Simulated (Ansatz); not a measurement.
Runs of Ansatz 0.2.0 on Te. The structure is trigonal, space group R-3m (No. 166). Conventional cell: a = 4.612 Å, b = 4.612 Å, c = 5.073 Å, α = 90.00°, β = 90.00°, γ = 120.00°. Te (site symmetry -3m) has 6 Te at 3.15 Å as nearest neighbours. This isn't the form of Te at room conditions, which is trigonal, of chains.

| task | level | spin | cutoff (eV) | points for each segment of the path | gap on the mesh (eV) | pressure (GPa) | V0 of scaled cells (Å³/atom) | B0 (GPa) |
| --- | --- | --- | --- | --- | --- | --- | --- | --- |
| equation of state | r2SCAN | off | 500 | - | - | - | 32.31 | 53 |
| band structure | PBEsol | SOC, no magnetisation | 420 | 14 | none | 0.3 | - | - |
| band structure | r2SCAN | off | 500 | 14 | none | (b) | - | - |
| band structure | LDA | off | 420 | 14 | none | -1.1 | - | - |
| equation of state | LDA | off | 420 | - | - | - | 30.56 | (a) |

Alike in all rows: potentials or basis Ansatz PAW; cell as given; k mesh 9 × 9 × 9; smearing fermi-dirac 0.05 eV.

Problem. Fill in the values left out.

Solution. (a) 60; (b) 2.1.

Caveats: the PAW data sets come from PBE, with cores solved anew for the run's functional, which leaves a small shift of forces and pressure (some runs); the cell was scaled at fixed shape and fractional positions, which overstates the stiffness of a crystal with free parameters, most of all of layers and chains (some runs); spin-orbit coupling is left out, which moves the levels of the heavy elements (some runs); the PAW data sets were made with another functional, which shifts forces and pressure a little (some runs).

A k mesh can miss the band edges, and rows without SOC leave out spin-orbit coupling on Te.

A gap of «none» marks a metal or a gap under the smearing width.
